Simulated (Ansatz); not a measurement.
## Quadrupolar parameters in GeS

The cell is a COD entry whose atoms were relaxed with PBE, the cell held.

Space group Pnma (No. 62); a = 10.4700, b = 3.6410, c = 4.2970 Å.

| site | Wyckoff | site symmetry | x | y | z |
| --- | --- | --- | --- | --- | --- |
| Ge | 4c | .m. | 0.6209 | 0.2500 | 0.3720 |
| S | 4c | .m. | 0.8506 | 0.2500 | 0.4974 |

One atom of each set is listed.

All values are calculated (Ansatz; DFT, PBE, plane waves and PAW, scalar-relativistic, 420 eV cutoff, Γ-centred 5×12×10 k-points, Fermi–Dirac smearing 0.02 eV), not measured.

V_zz is the principal component of the electric field gradient with the largest magnitude, η = (V_xx − V_yy)/V_zz and C_Q = eQV_zz/h.

⁷³Ge: I = 9/2, Q = -196.0 mb; S-33: I = 3/2, Q = -69.40 mb. Quadrupole moments are those of Pyykkö's year-2017 table.

Question: Which values are expected at the nuclei?

Answer: 

| site | atoms | first shell | V_zz (10²¹ V/m²) | η | C_Q (MHz) |
| --- | --- | --- | --- | --- | --- |
| Ge | 4 | 3 S at 2.45–2.46 Å; also 3 S at 3.25–3.26 Å | -7.46 | 0.36 | 35.4 |
| S | 4 | 3 Ge at 2.45–2.46 Å; also 3 Ge at 3.25–3.26 Å | -5.15 | 0.03 | 8.64 |

At Ge and S V_zz stands upright on the plane through its three neighbours (within 12°) in each case.

The relaxation (4 steps) took 3.1 min of wall time (3.1 min of CPU time) and 1.1 GiB at its peak, on 1 thread of Intel Xeon Platinum 8259CL CPU @ 2.50GHz (Skylake/Cascade Lake) (x86_64; 16 cores open to the job, memory cap 3.0 GiB, no GPU), a shared host with a load of 0.4 a core.
